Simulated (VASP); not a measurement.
Wanted: the native input for a VASP 6.6.1 run.

```
Task                   : single point
Functional             : LDA
Potentials or basis    : VASP PAW LDA potentials, release 64 (Pt, Se)
Cutoff                 : 520 eV
k mesh                 : 6 × 6 × 4
Occupations            : gaussian, width 0.05 eV
Spin                   : collinear spin, zero start
Starting moments       : [0.0, 0.0, 0.0] μB
Hubbard terms          : Pt d U = 8 eV
Further INCAR settings : ALGO = Normal; EDIFF = 1e-06; NBANDS = 22
```

The structure of PtSe2 lies in POSCAR:

```
PtSe2
1.0
    3.2802082100     -2.0108328800      0.0000000000
    3.2802082100      2.0108328800      0.0000000000
   -0.0032294100      0.0000000000      4.6257814300
Pt Se
1 2
Direct
    0.0000000000      0.0000000000      0.0000000000
    0.6879000000      0.6879000000      0.2889000000
    0.3121000000      0.3121000000      0.7111000000
```

The cell was built by a generator and isn't the measured one.

One way to write it, as run:

INCAR

```
SYSTEM = PtSe2
PREC     = Accurate       ! precision mode
ENCUT    = 520            ! plane-wave cutoff, eV
EDIFF    = 1E-6           ! SCF threshold, eV
ISMEAR   = 0              ! smearing method
SIGMA    = 0.05           ! smearing width, eV
LREAL    = .False.        ! projectors in reciprocal space
LASPH    = .True.         ! aspherical terms in the spheres
NELM     = 80             ! most SCF steps
ALGO     = Normal         ! electronic algorithm
ISIF     = 2              ! what is computed and relaxed
LWAVE    = .False.        ! write WAVECAR
LCHARG   = .False.        ! write CHGCAR
ISPIN    = 2              ! spin polarisation
MAGMOM   = 0 0 0          ! initial moments
LORBIT   = 11             ! projections on sites
LMAXMIX  = 4              ! l up to which the mixer works
LDAU     = .True.         ! DFT+U
LDAUTYPE = 2            
LDAUL    = 2 -1           ! shell
LDAUU    = 8 0            ! U, eV
LDAUJ    = 0 0          
LDAUPRINT= 1            
GGA      = CA             ! functional
NBANDS   = 22             ! bands
```

KPOINTS

```
Automatic mesh
0
Gamma
  6 6 4
  0 0 0
```

Potentials or basis: VASP PAW LDA potentials, release 64 (Pt, Se).

Launch:

```console
$ cat potpaw_LDA.64/Pt/POTCAR potpaw_LDA.64/Se/POTCAR > POTCAR
$ mpirun -np 1 vasp_std > vasp.out
```

It gave:

| Property | Result |
| --- | --- |
| Pressure | -13.5 GPa |
| Largest force | 1.038 eV/Å |
| Band gap on the k mesh | none (metal or under the smearing width) |
| Net moment | 0.00 μB per cell |
| Valence electrons inside the program's atomic spheres | Pt 9.90; Se 3.68 |

Caveat: forces of over 1 eV/Å show positions far from the minimum, so gaps and moduli don't describe the material at rest.

Run time: 51 s on 1 thread of Intel(R) Xeon(R) 6975P-C (Granite Rapids), with other jobs on the host, peak memory 0.23 GiB.
